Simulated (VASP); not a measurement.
Wanted: the native input for a VASP 6.6.1 run.

| Property | Result |
| --- | --- |
| Task | relaxation of cell and atoms |
| Functional | PBE |
| Potentials or basis | VASP PAW PBE potentials, release 64 (Zn, Ga_d, O) |
| Cutoff | 520 eV |
| k mesh | 5 × 5 × 2 |
| Occupations | gaussian, width 0.15 eV |
| Spin | no spin polarisation |
| Further INCAR settings | PREC = Normal; ALGO = Fast; EDIFF = 0.0001; IBRION = 2; EDIFFG = -0.08; NSW = 24; ISIF = 3 |

The structure of Zn2Ga2O3 lies in POSCAR:

```
Zn2Ga2O3
1.0
    3.0800000000      0.0000000000      0.0000000000
   -1.5400000000      2.6673582400      0.0000000000
    0.0000000000      0.0000000000     10.8500000000
Zn Ga O
2 2 3
Direct
    0.0000000000      0.0000000000      0.6000000000
    0.6666666700      0.3333333300      0.8100000000
    0.0000000000      0.0000000000      0.3500000000
    0.6666666700      0.3333333300      0.0900000000
    0.0000000000      0.0000000000      0.1800000000
    0.6666666700      0.3333333300      0.4050000000
    0.3333333300      0.6666666700      0.0000000000
```

The cell was built by a generator and needn't be a form met in nature.

The input as run:

INCAR

```
PREC = Normal ; ENCUT = 520
EDIFF = 1E-4 ; ISMEAR = 0
SIGMA = 0.15 ; LREAL = False
LASPH = True ; NELM = 60
ALGO = Fast ; ISIF = 3
LWAVE = False ; LCHARG = False
GGA = PE ; IBRION = 2
NSW = 24 ; EDIFFG = -0.08
```

KPOINTS

```
regular mesh
0
Gamma
  5 5 2
```

Potentials or basis: VASP PAW PBE potentials, release 64 (Zn, Ga_d, O).

Launch:

```console
$ cat potpaw_PBE.64/Zn/POTCAR potpaw_PBE.64/Ga_d/POTCAR potpaw_PBE.64/O/POTCAR > POTCAR
$ mpirun -np 1 vasp_std > vasp.out
```

It gave:

```json
{
 "Relaxed volume": "14.43 Å³/atom",
 "Relaxed cell": "a = 3.044 Å, b = 3.044 Å, c = 12.590 Å, α = 90.00°, β = 90.00°, γ = 120.00°",
 "Space group after relaxing (to 0.05 Å)": "P3m1 (No. 156)",
 "Energy gained by relaxing": "151.3 meV/atom",
 "Ionic steps": "21",
 "Pressure after relaxing": "0.3 GPa",
 "Largest force after relaxing": "0.056 eV/Å",
 "Band gap on the k mesh": "none (metal or under the smearing width)"
}
```

Caveat: the k mesh is coarse (spacing up to 0.47 Å⁻¹), so the values aren't converged; the relaxation stopped at a loose force limit of 0.08 eV/Å, so its end isn't a converged minimum.

Wall time 2.8 min on 1 thread of Intel(R) Xeon(R) 6975P-C (Granite Rapids), with other jobs on the host, peak memory 0.18 GiB.
